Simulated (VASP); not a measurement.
Write the native input for VASP 6.6.1 that does the following.

```yaml
Task: band structure
Functional: LDA
Potentials_or_basis: VASP PAW LDA potentials, release 64 (Al, Au)
Cutoff: 520 eV
k_mesh: 12 × 12 × 12
Occupations: methfessel-paxton, width 0.1 eV
Spin: no spin polarisation
Further_INCAR_settings: ALGO = Normal; EDIFF = 1e-06; NBANDS = 16
```

The structure of Al2Au lies in POSCAR:

```
Al2Au                                   
1.0
    0.0000000000      3.0000000000      3.0000000000
    3.0000000000      0.0000000000      3.0000000000
    3.0000000000      3.0000000000      0.0000000000
  Al              Au            
     2     1
Direct
     0.2500000000000000    0.2500000000000000    0.2500000000000000
     0.7500000000000000    0.7500000000000000    0.7500000000000000
     0.0000000000000000    0.0000000000000000    0.0000000000000000
```

One way to write it, as run:

INCAR

```
SYSTEM = Al2Au
PREC = Accurate
ENCUT = 520
EDIFF = 1E-6
ISMEAR = 1
SIGMA = 0.1
LREAL = .FALSE.
LASPH = .TRUE.
NELM = 80
ALGO = Normal
ISIF = 2
LWAVE = .FALSE.
LCHARG = .FALSE.
LMAXMIX = 4
GGA = CA
NBANDS = 16
KPAR = 4
```

KPOINTS

```
regular mesh
0
G
  12 12 12
  0 0 0
```

KPOINTS_OPT

```
explicit points
252
Reciprocal
 0.0000000000  0.0000000000  0.0000000000 1
 0.0357142857  0.0000000000  0.0357142857 1
 0.0714285714  0.0000000000  0.0714285714 1
 0.1071428571  0.0000000000  0.1071428571 1
 0.1428571429  0.0000000000  0.1428571429 1
 0.1785714286  0.0000000000  0.1785714286 1
[... 244 lines left out ...]
 0.4881833500  0.0118166500  0.5000000000 1
 0.5118166500 -0.0118166500  0.5000000000 1
```

Potentials or basis: VASP PAW LDA potentials, release 64 (Al, Au).

Command:

```bash
$ cat potpaw_LDA.64/Al/POTCAR potpaw_LDA.64/Au/POTCAR > POTCAR
$ mpirun -np 4 vasp_std > vasp.out
```

Results of the run:

The pressure is -2.3 GPa. The band gap along the path is none (metal or under the smearing width).

Caveat: spin-orbit coupling is left out, which moves the levels of the heavy elements.

It took 56 s on 4 MPI ranks on Intel(R) Xeon(R) Platinum 8259CL CPU @ 2.50GHz (Skylake/Cascade Lake), on a shared host, peak memory 0.22 GiB a rank.
